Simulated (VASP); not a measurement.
# Cu (Fm-3m) in VASP: a series of runs

One crystal, Cu, is run at these levels: PBE; tasks: relaxation of cell and atoms, relaxation of the atoms.

All numbers are computed with VASP 6.6.1; they aren't measurements. Logs are shortened: lines on timing, memory, paths and dates and some standing lists are left out, and cuts for length are marked.

### Step 1. The crystal as given

Symmetry: Fm-3m, No. 225, cubic system. Conventional cell: a = 3.636 Å, b = 3.636 Å, c = 3.636 Å, α = 90.00°, β = 90.00°, γ = 90.00°. Around Cu (site symmetry m-3m) lie 12 Cu at 2.57 Å.

### Step 2. Relaxation of cell and atoms, PBE

INCAR reads:

```
SYSTEM = Cu
ALGO = Normal
EDIFF = 1E-7
EDIFFG = -0.005
ENCUT = 600
GGA = PE
IBRION = 2
ISIF = 3
ISMEAR = 1
LASPH = .True.
LCHARG = .False.
LREAL = .False.
LWAVE = .False.
NELM = 80
NSW = 90
PREC = Accurate
SIGMA = 0.1
```

KPOINTS reads:

```
k-points
0
Gamma
  18 18 18
  0 0 0
```

POSCAR reads:

```
Cu                                      
1.0
   -0.0000000000      1.8178591655      1.8178591655
    1.8178591655     -0.0000000000      1.8178591655
    1.8178591655      1.8178591655      0.0000000000
  Cu            
     1
Direct
     0.0000000000000000    0.0000000000000000    0.0000000000000000
```

Potentials or basis: VASP PAW PBE potentials, release 64 (Cu).

Command:

```
$ cat potpaw_PBE.64/Cu/POTCAR > POTCAR
$ mpirun -np 1 vasp_std > vasp.out
```

OUTCAR:

```text
SYSTEM = Cu
   EDIFF = 1E-7
   EDIFFG = -0.005
   ENCUT = 600
   GGA = PE
   IBRION = 2
   ISIF = 3
   ISMEAR = 1
   LASPH = .True.
   LREAL = .False.
   NELM = 80
   NSW = 90
   PREC = Accurate

 ion  position               nearest neighbor table
   1  0.000  0.000  0.000-

  LATTYP: Found a face centered cubic cell.
 ALAT       =     3.6357183310

  Lattice vectors:

 A1 = (   0.0000000000,   1.8178591655,   1.8178591655)
 A2 = (   1.8178591655,   0.0000000000,   1.8178591655)
 A3 = (   1.8178591655,   1.8178591655,   0.0000000000)

Analysis of symmetry for initial positions (statically):
=====================================================================
 Subroutine PRICEL returns:
 Original cell was already a primitive cell.

 Routine SETGRP: Setting up the symmetry group for a
 face centered cubic supercell.

 Subroutine GETGRP returns: Found 48 space group operations
 (whereof 48 operations were pure point group operations)
 out of a pool of 48 trial point group operations.

The static configuration has the point symmetry O_h .

Analysis of symmetry for dynamics (positions and initial velocities):
=====================================================================
 Subroutine PRICEL returns:
 Original cell was already a primitive cell.

 Routine SETGRP: Setting up the symmetry group for a
 face centered cubic supercell.

 Subroutine GETGRP returns: Found 48 space group operations
 (whereof 48 operations were pure point group operations)
 out of a pool of 48 trial point group operations.

The dynamic configuration has the point symmetry O_h .

 Subroutine INISYM returns: Found 48 space group operations
 (whereof 48 operations are pure point group operations),
 and found     1 'primitive' translations

----------------------------------------------------------------------------------------

                                     Primitive cell

  volume of cell :      12.0146

  direct lattice vectors                    reciprocal lattice vectors
     0.000000000  1.817859166  1.817859166    -0.275048810  0.275048810  0.275048810
     1.817859166  0.000000000  1.817859166     0.275048810 -0.275048810  0.275048810
     1.817859166  1.817859166  0.000000000     0.275048810  0.275048810 -0.275048810

  length of vectors
     2.570841086  2.570841086  2.570841086     0.476398513  0.476398513  0.476398513

  position of ions in fractional coordinates (direct lattice)
     0.000000000  0.000000000  0.000000000

  ion indices of the primitive-cell ions
   primitive index   ion index
                 1           1

----------------------------------------------------------------------------------------

 KPOINTS: k-points

Automatic generation of k-mesh.
 Grid dimensions read from file:
 generate k-points for:   18   18   18

 Generating k-lattice:

  Cartesian coordinates                     Fractional coordinates (reciprocal lattice)
    -0.015280489  0.015280489  0.015280489     0.055555556  0.000000000  0.000000000
     0.015280489 -0.015280489  0.015280489     0.000000000  0.055555556  0.000000000
     0.015280489  0.015280489 -0.015280489     0.000000000  0.000000000  0.055555556

  Length of vectors
     0.026466584  0.026466584  0.026466584

  Shift w.r.t. Gamma in fractional coordinates (k-lattice)
     0.000000000  0.000000000  0.000000000

 Subroutine IBZKPT returns following result:
 ===========================================

 Found    195 irreducible k-points:

 Following reciprocal coordinates:
            Coordinates               Weight
  0.000000  0.000000  0.000000      1.000000
  0.055556  0.000000  0.000000      8.000000
  0.111111  0.000000  0.000000      8.000000
  0.166667  0.000000  0.000000      8.000000
  0.222222  0.000000  0.000000      8.000000
  0.277778  0.000000  0.000000      8.000000
[... 16 lines left out ...]
 -0.277778  0.055556  0.000000     24.000000
 -0.222222  0.055556  0.000000     24.000000
 [... further k-points ...]
   k-points           NKPTS =    195   k-points in BZ     NKDIM =    195   number of bands    NBANDS=      9
   number of dos      NEDOS =    301   number of ions     NIONS =      1
   total plane-waves  NPLWV =  13824
   dimension x,y,z NGX =    24 NGY =   24 NGZ =   24
   dimension x,y,z NGXF=    48 NGYF=   48 NGZF=   48
   ions per type =               1
   NGX,Y,Z   is equivalent  to a cutoff of  15.52, 15.52, 15.52 a.u.
   NGXF,Y,Z  is equivalent  to a cutoff of  31.04, 31.04, 31.04 a.u.
 SYSTEM =  Cu
   PREC   = accura    normal or accurate (medium, high low for compatibility)
   ISTART =      0    job   : 0-new  1-cont  2-samecut
   ICHARG =      2    charge: 1-file 2-atom 10-const
   ISPIN  =      1    spin polarized calculation?
   LNONCOLLINEAR =      F non collinear calculations
   LSORBIT =      F    spin-orbit coupling
   LASPH  =      T    aspherical Exc in radial PAW
   ENCUT  =  600.0 eV  44.10 Ry    6.64 a.u.   5.13  5.13  5.13*2*pi/ulx,y,z
   NELM   =     80;   NELMIN=  2; NELMDL= -5     # of ELM steps
   EDIFF  = 0.1E-06   stopping-criterion for ELM
   LREAL  =      F    real-space projection
   EDIFFG = -.5E-02   stopping-criterion for IOM
   NSW    =     90    number of steps for IOM
   IBRION =      2    ionic relax: 0-MD 1-quasi-New 2-CG
   NFREE  =      1    steps in history (QN), initial steepest desc. (CG)
   ISIF   =      3    stress and relaxation
   ISYM   =      2    0-nonsym 1-usesym 2-fastsym
   POTIM  = 0.5000    time-step for ionic-motion
   TEBEG  =    0.0;   TEEND  =   0.0 temperature during run
   PSTRESS=    0.0 pullay stress
   NELECT =      11.0000    total number of electrons
   NUPDOWN=      -1.0000    fix difference up-down
   EMIN   =  10.00;   EMAX   =-10.00  energy-range for DOS
   EFERMI =   0.00;   METHOD = LEGACY
   ISMEAR =     1;   SIGMA  =   0.10  broadening in eV -4-tet -1-fermi 0-gaus
   EFERMI_NEDOS =   21; number of points for ismear=-14 and -15
   IALGO  =     38    algorithm
   IMIX   =      4    mixing-type and parameters
     AMIX     =   0.40;   BMIX     =  1.00
     AMIX_MAG =   1.60;   BMIX_MAG =  1.00
  volume/ion in A,a.u.               =      12.01        81.08
  Fermi-wavevector in a.u.,A,eV,Ry     =   1.589652  3.004007 34.381849  2.526995
  Thomas-Fermi vector in A             =   2.688469
   LORBIT       =      0    0 simple, 1 ext, 2 COOP (PROOUT), +10 PAW based schemes
   GGA     = PE    functional components
   LHFCALC =     F    Hartree Fock is set to
   AEXX    =    0.0000 exact exchange contribution
   IVDW    =     0    specifies the selected vdW correction
   LEPSILON=     F    determine dielectric tensor
   LRPA    =     F    only Hartree local field effects (RPA)
 conjugate gradient relaxation of ions
 non-spin polarized calculation
 Methfessel and Paxton  Order N= 1 SIGMA  =   0.10
  energy-cutoff  :      600.00
  volume of cell :       12.01
 maximum number of plane-waves:       412
 NGX is ok and might be reduce to    24
   NGX = 11   NGY = 11   NGZ = 11

 number of electron      10.9999998 magnetization

 Free energy of the ion-electron system (eV)
  ---------------------------------------------------
  ext. energy  EPLUGINS =         0.00000000
  ---------------------------------------------------
  free energy    TOTEN  =        -3.72849718 eV

  energy without entropy =       -3.72853524  energy(sigma->0) =       -3.72850987

 E-fermi :   7.3451     XC(G=0): -12.6257

 val. band max:        7.2916191786   @ k =   0.5000   0.3333   0.1667
 cond. band min:       7.3524139180   @ k =   0.5000   0.2778   0.1111
 fundamental gap:      0.0607947394
 Fermi energy:         7.3451145006

 k-point     1 :       0.0000    0.0000    0.0000
  band No.  band energies     occupation
      1      -1.8461      2.00000
      2       4.4071      2.00000
      3       4.4071      2.00000
      4       4.4071      2.00000
      5       5.2078      2.00000
      6       5.2078      2.00000
      7      29.8314      0.00000
      8      32.3437      0.00000
      9      32.3437      0.00000

 k-point     2 :       0.0556    0.0000    0.0000
  band No.  band energies     occupation
      1      -1.7349      2.00000
      2       4.3838      2.00000
      3       4.4280      2.00000
      4       4.4280      2.00000
      5       5.1995      2.00000
      6       5.1995      2.00000
      7      29.1616      0.00000
      8      31.0169      0.00000
      9      31.9795      0.00000

 k-point     3 :       0.1111    0.0000    0.0000
  band No.  band energies     occupation
      1      -1.4051      2.00000
      2       4.3206      2.00000
      3       4.4822      2.00000
      4       4.4822      2.00000
      5       5.1827      2.00000
      6       5.1827      2.00000
      7      26.7067      0.00000
      8      30.4787      0.00000
      9      31.3134      0.00000

 k-point     4 :       0.1667    0.0000    0.0000
  band No.  band energies     occupation
      1      -0.8690      2.00000
      2       4.2375      2.00000
      3       4.5420      2.00000
      4       4.5420      2.00000
      5       5.1830      2.00000
      6       5.1830      2.00000
      7      23.8460      0.00000
      8      30.2309      0.00000
      9      30.6783      0.00000

 k-point     5 :       0.2222    0.0000    0.0000
  band No.  band energies     occupation
      1      -0.1545      2.00000
      2       4.1708      2.00000
      3       4.5667      2.00000
      4       4.5667      2.00000
      5       5.2370      2.00000
      6       5.2370      2.00000
      7      21.0364      0.00000
      8      29.8962      0.00000
      9      30.1518      0.00000

 k-point     6 :       0.2778    0.0000    0.0000
  band No.  band energies     occupation
      1       0.6771      2.00000
      2       4.1860      2.00000
      3       4.5404      2.00000
      4       4.5404      2.00000
      5       5.3535      2.00000
      6       5.3535      2.00000
      7      18.3633      0.00000
      8      29.4711      0.00000
      9      29.7486      0.00000
[... 169 lines left out ...]
 k-point    21 :      -0.3889    0.0556    0.0000
  band No.  band energies     occupation
      1       2.2515      2.00000
      2       4.3862      2.00000
      3       4.4412      2.00000
      4       4.9942      2.00000
      5       5.6144      2.00000
      6       6.0833      2.00000
      7      13.0454      0.00000
      8      26.7628      0.00000
      9      29.0367      0.00000

 k-point    22 :      -0.3333    0.0556    0.0000
  band No.  band energies     occupation
      1       1.7934      2.00000
      2       4.4417      2.00000
      3       4.4613      2.00000
      4       4.4927      2.00000
      5       5.4650      2.00000
      6       5.7618      2.00000
      7      15.1726      0.00000
      8      26.7110      0.00000
      9      29.5489      0.00000

 k-point    23 :      -0.2778    0.0556    0.0000
  band No.  band energies     occupation
      1       1.0440      2.00000
      2       4.1746      2.00000
      3       4.5112      2.00000
      4       4.5537      2.00000
      5       5.3004      2.00000
      6       5.5597      2.00000
      7      17.5890      0.00000
      8      26.8368      0.00000
      9      30.1820      0.00000

 k-point    24 :      -0.2222    0.0556    0.0000
  band No.  band energies     occupation
      1       0.2040      2.00000
      2       4.1245      2.00000
      3       4.5599      2.00000
      4       4.5972      2.00000
      5       5.1620      2.00000
      6       5.3991      2.00000
      7      20.2066      0.00000
      8      27.1298      0.00000
      9      30.8292      0.00000

 [... further k-points ...]
[... 5 lines left out ...]
  --------------------------------------------------------------------------------------
  -------------------------------------------------------------------------------------
  Total        0.0035913      0.0035913      0.0035913     -0.0000000      0.0000000     -0.0000000
  in kB        0.4789056      0.4789056      0.4789056     -0.0000000      0.0000000     -0.0000000
  external PRESSURE =       0.4789056 kB  Pullay stress =       0.0000000 kB

 VOLUME and BASIS-vectors are now :
 -----------------------------------------------------------------------------
  energy-cutoff  :      600.00
  volume of cell :       12.01
      direct lattice vectors                 reciprocal lattice vectors
     0.000000000  1.817859166  1.817859166    -0.275048810  0.275048810  0.275048810
     1.817859166  0.000000000  1.817859166     0.275048810 -0.275048810  0.275048810
     1.817859166  1.817859166  0.000000000     0.275048810  0.275048810 -0.275048810

 POSITION                                       TOTAL-FORCE (eV/Angst)
 -----------------------------------------------------------------------------------
      0.00000      0.00000      0.00000         0.000000      0.000000      0.000000
 -----------------------------------------------------------------------------------
    total drift:                               -0.000000     -0.000000     -0.000000

  FREE ENERGIE OF THE ION-ELECTRON SYSTEM (eV)
  ---------------------------------------------------
  free  energy   TOTEN  =        -3.7284971791 eV

  energy  without entropy=       -3.7285352369  energy(sigma->0) =       -3.72850987

 reached required accuracy - stopping structural energy minimisation
```

Run time: 8.5 s. Hardware: 1 thread of Intel Xeon 6975P-C (Granite Rapids), shared host; peak memory 0.15 GiB.

Results:

```yaml
Free_energy: -3.7285 eV
Pressure_after_relaxing: 0.0 GPa
Band_gap_on_the_k_mesh: none (metal or under the smearing width)
```

Final structure:
```
Cu
1.0
     0.00000    1.81786    1.81786
     1.81786    0.00000    1.81786
     1.81786    1.81786    0.00000
Cu
1
Direct
  0.00000 0.00000 0.00000
```

Levels at points of the mesh, in eV from the Fermi level:
```tsv
k point	band 3	band 4	band 5	band 6	band 7	band 8	band 9
(0.00, 0.00, 0.00)	-2.94	-2.94	-2.14	-2.14	22.49	25.00	25.00
(0.50, 0.00, 0.00)	-2.97	-1.58	-1.58	-0.92	3.70	20.99	21.84
(0.50, 0.50, 0.00)	-1.60	-1.44	-1.44	1.54	7.03	12.98	12.98
```

Caveat: the relaxation stopped at its first step, so nothing moved.

(Part 1 of 3 ends here.)
